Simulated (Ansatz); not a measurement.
The cell is a 12-atom cell of SiO2 started from a crystallographic database; cell and atoms were relaxed with r2SCAN. Around Si lie 4 O at 1.61 Å; around O lie 2 Si at 1.61 Å.

Space group P4_32_12 (No. 96). a = 4.979 Å, b = 4.979 Å, c = 6.915 Å, α = 90.00°, β = 90.00°, γ = 90.00°

| atom | site | symmetry | x | y | z |
| --- | --- | --- | --- | --- | --- |
| Si | 4a | ..2 | 0.8025 | 0.8025 | 0.5000 |
| O | 8b | 1 | 0.2618 | 0.3907 | 0.8185 |

The questions ask for values computed with the PAW code Ansatz on this geometry. The values are computed, spin-unpolarised, and not measurements.

Given (6×6×4 mesh): PBE gives a direct gap of 5.73 eV at Γ.

(1) How does the gap change from PBE to r2SCAN (6×6×4)?

(2) What does HSE06 give for the gap (4×4×2 mesh)?

(3) Estimate the gap with PBE0 on 4×4×2.

(4) What do these levels agree on?

Results:

(1) r2SCAN gives a direct gap of 6.35 eV at Γ. The gap differs by +0.62 eV from PBE's.

(2) HSE06 gives a direct gap of 7.51 eV at Γ. The gap differs by +1.78 eV from PBE's.

(3) PBE0 gives a direct gap of 8.28 eV at Γ. The gap differs by +2.55 eV from PBE's.

(4) r2SCAN covers 35 % of the step from PBE to HSE06. Among these functionals the gap stays direct.

The meshes of the hybrids are coarse, so their gaps aren't converged to the digits shown.
